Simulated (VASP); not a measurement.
**Li2O (strained measured structure), PBE single-point calculation: Ansatz's output and VASP's**

```yaml
crystal:
  lattice:
    - [0.00000, 2.38217, 2.38217]
    - [2.38217, 0.00000, 2.38217]
    - [2.38217, 2.38217, 0.00000]
  atoms:
    - { symbol: Li, position: [0.25000, 0.25000, 0.25000] }
    - { symbol: Li, position: [0.75000, 0.75000, 0.75000] }
    - { symbol: O, position: [0.00000, 0.00000, 0.00000] }
```

Ansatz printed

```
SCF 1 converged in 6 iterations: F = -979.817380 eV  dr2 = 2.02e-9
  greatest PAW one-centre occupation: 1.000 electrons in one spin orbital (limit 2), on the Li atom at site 1 (counted from 0), in its partial waves of l = 0
NSCF: frozen V_eff on 6 k-points
SCF converged after 6 iterations
Free energy (F): -979.817380 eV
Harris-Foulkes:  -979.817380 eV  (|F-HF|=1.58e-9)
Internal energy: -979.817380 eV  (E = F + TS)
E sigma→0 (E₀):  -979.817380 eV
Fermi energy:    4.654803 eV
--- Per-component energies (eV) ---
  E_band       = -181.070775
  E_kinetic    = 220.482794
  E_local      = -589.643247  (includes V_loc(G=0)·N_el)
  E_nonlocal   = -18.350715
  E_hartree    = 195.649885
  E_xc         = -96.952389
  E_vxc        = -124.021085  (∫ρ·V_xc dr)
  E_paw        = -199.963997  (= ΣΔE_a)
  E_vpaw       = -60.839834  (= ΣTr[D̂ρ^β])
  E_aug_tail   = 0.002457  (compensation charges beyond the density's cutoff)
  E_ewald      = -491.042168
  E_smearing   = -0.000000  (= −TS)
  E_closure    = 0.000000  (closes the sum)
  Σ components = -979.817380   (vs F -979.817380, Δ=0.00e0)
--- Forces (eV/Å), atoms counted from 1 ---
  atom   1  Li     0.00000000     0.00000000     0.00000000
  atom   2  Li    -0.00000000    -0.00000000     0.00000000
  atom   3  O     -0.00000000     0.00000000     0.00000000
  max |Σ_I F_I| component: 2.78e-17 eV/Å
--- Stress (GPa, compression-positive) ---
       -5.916866       0.000000      -0.000000
        0.000000      -5.916866       0.000000
        0.000000       0.000000      -5.916866
  P = ⅓ Tr σ = -5.9169 GPa (-59.169 kbar)
--- Band table (eV; the first three rows and the last of 47) ---
  k-point 0: bands = ["-40.8348", "-40.5904", "-12.9668", "2.3288", "2.3288", "2.3288", "6.9439", "13.7404", "13.7404", "13.7404"]
  k-point 1: bands = ["-40.8280", "-40.5956", "-12.9484", "2.0084", "2.2868", "2.2868", "7.2257", "13.7209", "13.8714", "13.8714"]
  k-point 2: bands = ["-40.8084", "-40.6109", "-12.8990", "1.2824", "2.1815", "2.1815", "7.9241", "13.5556", "14.1179", "14.1179"]
  k-point 46: bands = ["-40.7133", "-40.6886", "-12.7028", "0.7432", "0.9050", "0.9943", "8.8718", "12.4343", "15.2666", "15.5365"]
```

Each program uses its own PAW datasets. VASP's cell holds 12 valence electrons and Ansatz's 12. Ansatz's stress includes a Pulay correction; VASP's doesn't.

**Question.** What does VASP give for the same cell and level of theory?

**Answer.** gap between bands v and c 4.63 eV; least direct gap 4.63 eV; pressure -6.0 GPa.

From OUTCAR

```
k-points           NKPTS =     47   k-points in BZ     NKDIM =     47   number of bands    NBANDS=     13

   NELECT =      12.0000    total number of electrons

   dimension x,y,z NGX =    28 NGY =   28 NGZ =   28
   dimension x,y,z NGXF=    56 NGYF=   56 NGZF=   56

  energy-cutoff  :      520.00
  volume of cell :       27.04
      direct lattice vectors                 reciprocal lattice vectors
     0.000000000  2.382167884  2.382167884    -0.209892847  0.209892847  0.209892847
     2.382167884  0.000000000  2.382167884     0.209892847 -0.209892847  0.209892847
     2.382167884  2.382167884  0.000000000     0.209892847  0.209892847 -0.209892847

 k-points in reciprocal lattice and weights: KPOINTS created by Atomic Simulation Env
   0.00000000  0.00000000  0.00000000       0.001
   0.10000000  0.00000000  0.00000000       0.008
   0.20000000  0.00000000  0.00000000       0.008
   0.30000000  0.00000000  0.00000000       0.008
   0.40000000  0.00000000  0.00000000       0.008
   0.50000000  0.00000000  0.00000000       0.004
   0.10000000  0.10000000  0.00000000       0.006
   0.20000000  0.10000000  0.00000000       0.024
   ...

 E-fermi :   1.2806

 k-point     1 :       0.0000    0.0000    0.0000
  band No.  band energies     occupation
      1     -42.3148      2.00000
      2     -42.0699      2.00000
      3     -14.4206      2.00000
      4       0.8795      2.00000
      5       0.8795      2.00000
      6       0.8795      2.00000
      7       5.5067      0.00000
      8      12.2789      0.00000
      9      12.2789      0.00000
     10      12.2790      0.00000
     11      18.9115      0.00000
     12      18.9115      0.00000
     13      18.9115      0.00000

 k-point     2 :       0.1000    0.0000    0.0000
  band No.  band energies     occupation
      1     -42.3079      2.00000
      2     -42.0751      2.00000
      3     -14.4021      2.00000
      4       0.5595      2.00000
      5       0.8375      2.00000
      6       0.8375      2.00000
      7       5.7868      0.00000
      8      12.2609      0.00000
      9      12.4102      0.00000
     10      12.4102      0.00000
     11      17.9764      0.00000
     12      17.9764      0.00000
     13      19.1895      0.00000

 k-point     3 :       0.2000    0.0000    0.0000
  band No.  band energies     occupation
      1     -42.2883      2.00000
      2     -42.0904      2.00000
      3     -14.3522      2.00000
      4      -0.1664      2.00000
      5       0.7319      2.00000
      6       0.7319      2.00000
      7       6.4828      0.00000
      8      12.0998      0.00000
      9      12.6567      0.00000
     10      12.6567      0.00000
     11      17.0217      0.00000
     12      17.0217      0.00000
     13      19.9405      0.00000

 k-point     4 :       0.3000    0.0000    0.0000
  band No.  band energies     occupation
      1     -42.2587      2.00000
      2     -42.1150      2.00000
      3     -14.2883      2.00000
      4      -0.9278      2.00000
      5       0.6092      2.00000
      6       0.6092      2.00000
      7       7.4128      0.00000
      8      11.6114      0.00000
      9      12.6937      0.00000
     10      12.6937      0.00000
     11      16.8875      0.00000
     12      16.8875      0.00000
     13      20.9266      0.00000

 k-point     5 :       0.4000    0.0000    0.0000
  band No.  band energies     occupation
      1     -42.2224      2.00000
      2     -42.1470      2.00000
      3     -14.2336      2.00000
      4      -1.4754      2.00000
      5       0.5157      2.00000
      6       0.5157      2.00000
      7       8.4910      0.00000
      8      10.7601      0.00000
      9      12.5189      0.00000
     10      12.5189      0.00000
     11      17.3533      0.00000
     12      17.3533      0.00000
     13      21.8033      0.00000

 k-point     6 :       0.5000    0.0000    0.0000
  band No.  band energies     occupation
      1     -42.1841      2.00000
      2     -42.1834      2.00000
      3     -14.2117      2.00000
      4      -1.6726      2.00000
      5       0.4812      2.00000
      6       0.4812      2.00000
      7       9.4951      0.00000
      8       9.8179      0.00000
      9      12.4207      0.00000
     10      12.4207      0.00000
     11      17.6542      0.00000
     12      17.6542      0.00000
     13      22.1688      0.00000

 k-point     7 :       0.1000    0.1000    0.0000
  band No.  band energies     occupation
      1     -42.3059      2.00000
      2     -42.0767      2.00000
      3     -14.3962      2.00000
      4       0.6145      2.00000
      5       0.7465      2.00000
      6       0.7465      2.00000
      7       5.8520      0.00000
      8      12.3440      0.00000
      9      12.3440      0.00000
     10      12.5299      0.00000
     11      16.6455      0.00000
     12      19.5364      0.00000
     13      19.5365      0.00000

 ...

  Total       -1.0191994     -1.0191994     -1.0191994     -0.0000000      0.0000000      0.0000000
  in kB      -60.3980116    -60.3980116    -60.3980116     -0.0000000      0.0000000      0.0000000
  external PRESSURE =     -60.3980116 kB  Pullay stress =       0.0000000 kB

 POSITION                                       TOTAL-FORCE (eV/Angst)
 -----------------------------------------------------------------------------------
      1.19108      1.19108      1.19108        -0.000000      0.000000     -0.000000
      3.57325      3.57325      3.57325         0.000000      0.000000      0.000000
      0.00000      0.00000      0.00000         0.000000     -0.000000     -0.000000
 -----------------------------------------------------------------------------------
    total drift:                                0.000000      0.000000      0.000000

  FREE ENERGIE OF THE ION-ELECTRON SYSTEM (eV)
  ---------------------------------------------------
  free  energy   TOTEN  =       -14.3053431626 eV

  energy  without entropy=      -14.3053431626  energy(sigma->0) =      -14.30534316
```
